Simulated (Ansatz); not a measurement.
Consider the formal exchange of groups at a Cd–O bond: `[F][Cd][O][SiH3]` + `C=CCC` → `[CH3][Cd][F]` + `C=CCO[SiH3]`.

Calculated with Ansatz (gas phase, PBE0-D4/def2-TZVP geometries, no zero-point term in ΔE). CCSD(T)/CBS is the MP2 limit (def2-TZVPP, def2-QZVPP) plus CCSD(T) − MP2 in def2-TZVPP, frozen cores. DFT in def2-TZVPP. Elements past krypton have def2 core potentials. For Cd outer-core shells are correlated without core-valence functions, which leaves a few kJ/mol of doubt a bond. Each species was taken in one conformer, which may not be the lowest.

`[F][Cd][O][SiH3]`:

Cartesian coordinates in Å:
```
F 1.203 -1.827 3.289
Cd 0.295 -1.021 1.797
O -0.708 -0.233 0.329
Si -0.293 0.573 -1.023
H 0.521 -0.272 -1.946
H 0.515 1.791 -0.717
H -1.533 0.990 -1.729
```

`C=CCC`:

```xyz
12

C     0.310    1.603   -1.143
C     0.303    0.918   -0.008
C     0.468   -0.561    0.107
C    -0.735   -1.231    0.761
H     0.452    1.109   -2.099
H     0.177    2.678   -1.160
H     0.153    1.453    0.929
H     0.644   -0.987   -0.885
H     1.363   -0.776    0.704
H    -0.919   -0.822    1.758
H    -1.638   -1.076    0.167
H    -0.577   -2.307    0.867
```

`[CH3][Cd][F]`:

```xyz
6

C    -0.200    0.739   -0.332
Cd    0.298   -1.102    0.495
F     0.765   -2.826    1.270
H    -1.194    0.685   -0.775
H    -0.192    1.503    0.444
H     0.524    1.001   -1.103
```

`C=CCO[SiH3]`:

Z-matrix (Å, degrees):
```
C
C 1 1.489
O 1 1.416 2 109.6
H 1 1.098 2 109.9 3 122.0
H 1 1.100 2 109.5 3 -120.1
C 2 1.324 1 124.0 3 -128.9
H 2 1.087 1 115.4 3 51.9
Si 3 1.643 1 122.3 2 179.5
H 6 1.084 2 121.7 1 -178.2
H 6 1.086 2 121.4 1 1.6
H 8 1.480 3 106.5 1 179.6
H 8 1.490 3 110.8 1 59.5
H 8 1.490 3 110.8 1 -60.3
```

```
             level  ΔE (kcal/mol)
            PBE-D4           12.9
              BLYP           13.1
SCS-MP2/def2-TZVPP           16.2
      HF/CBS(def2)           20.3
```

Question: What does CCSD(T)/CBS give? (Best estimate.)

Answer: Ansatz gave: +16.3 kcal/mol. The listed levels differ from it by -3.4, -3.2, -0.1, 4.0 kcal/mol.

Largest T1 diagnostic among the species: 0.016.

From BLYP to BHLYP (50 % exact exchange), in def2-TZVPP and without D4, ΔE moves by +2.6 kcal/mol. In def2-TZVPP, CCSD(T) changes the Hartree–Fock value by −3.7 kcal/mol (the triples alone add −0.6 kcal/mol) and MP2 by −4.3 kcal/mol. Leaving LDA and LC-ωPBE aside and taking each functional with its dispersion term where it has one, the values, not all of them listed here, spread over 4.1 kcal/mol, from PBE-D4 to B97M-V. LDA lies −2.6 kcal/mol from PBE without D4.

CCSD(T)/CBS has its own doubt, a few kJ/mol and more with outer-core shells, so smaller differences from it don't rank the levels.
